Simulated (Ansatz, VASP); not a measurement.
# C in VASP and in Ansatz

File INCAR:

```
  PREC = Accurate
  ENCUT = 520
  EDIFF = 1E-7
  ISMEAR = 0
  SIGMA = 0.05
  LREAL = False
  LASPH = True
  NELM = 80
  ALGO = Normal
  ISIF = 2
  LWAVE = False
  LCHARG = False
  GGA = PE
  NBANDS = 26
```

Contents of KPOINTS:

```
Automatic mesh
0
Gamma
  12 12 4
```

The input POSCAR:

```
C
1.0
    2.3921175669      0.0000000000      0.0000000000
   -1.1960587834      2.0716345818      0.0000000000
    0.0000000000      0.0000000000      8.3045881819
C
8
Direct
    0.0000000000      0.0000000000      0.0929681641
    0.0000000000      0.0000000000      0.5929681641
    0.0000000000      0.0000000000      0.4070318359
    0.0000000000      0.0000000000      0.9070318359
    0.3333333333      0.6666666667      0.1555285626
    0.6666666667      0.3333333333      0.6555285626
    0.3333333333      0.6666666667      0.3444714374
    0.6666666667      0.3333333333      0.8444714374
```

Input for Ansatz:

```yaml
crystal:
  lattice:
    - [2.3921175669, 0.0, 0.0]
    - [-1.1960587834, 2.0716345818, 0.0]
    - [0.0, 0.0, 8.3045881819]
  atoms:
    - { symbol: C, position: [0.0, 0.0, 0.0929681641] }
    - { symbol: C, position: [0.0, 0.0, 0.5929681641] }
    - { symbol: C, position: [0.0, 0.0, 0.4070318359] }
    - { symbol: C, position: [0.0, 0.0, 0.9070318359] }
    - { symbol: C, position: [0.3333333333, 0.6666666667, 0.1555285626] }
    - { symbol: C, position: [0.6666666667, 0.3333333333, 0.6555285626] }
    - { symbol: C, position: [0.3333333333, 0.6666666667, 0.3444714374] }
    - { symbol: C, position: [0.6666666667, 0.3333333333, 0.8444714374] }
basis:
  ecutwfc: 420
kpoints:
  mp_grid: { grid: [12, 12, 4] }
hamiltonian:
  xc: pbe
scf:
  occupations: { method: gaussian, width: 0.05 }
output:
  forces: true
  stress: true
  eigenvalues: true
```

Change from the starting cell: strain -0.050 along x and y, +0.000 along z, atoms carried along.

Alike in both runs: task single point; functional PBE; k mesh 12 × 12 × 4; occupations gaussian, width 0.05 eV; no spin polarisation.

|  | VASP | Ansatz |
| --- | --- | --- |
| version | VASP 6.6.1 | Ansatz 0.2.0 |
| potentials or method | VASP PAW PBE potentials, release 64 (C) | scalar-relativistic, plane waves, PAW |
| plane-wave cutoff (eV) | 520 | 420 |
| valence electrons in the cell | 32 | 32 |

|  | VASP | Ansatz | Ansatz less VASP |
| --- | --- | --- | --- |
| gap on the k mesh at the Fermi level (eV) | 4.30 | 4.31 | +0.007 |
| least direct gap on the mesh (eV) | 4.30 | 4.31 | +0.007 |
| pressure (GPa) | 56.4 | 55.3 | -1.09 |
| largest component of the traceless stress (GPa) | 50.48 | 50.14 | -0.339 |
| rms of the force components (eV/Å) | 0.216 | 0.204 | -0.0111 |

Atom by atom the forces differ by 0.011 eV/Å (rms over components). The functional is the same, so the differences come from potentials, cutoffs and numerics.

Caveats: so large a pressure means that the cell lies far from this level's equilibrium, or that cutoff or potentials fall short (VASP).
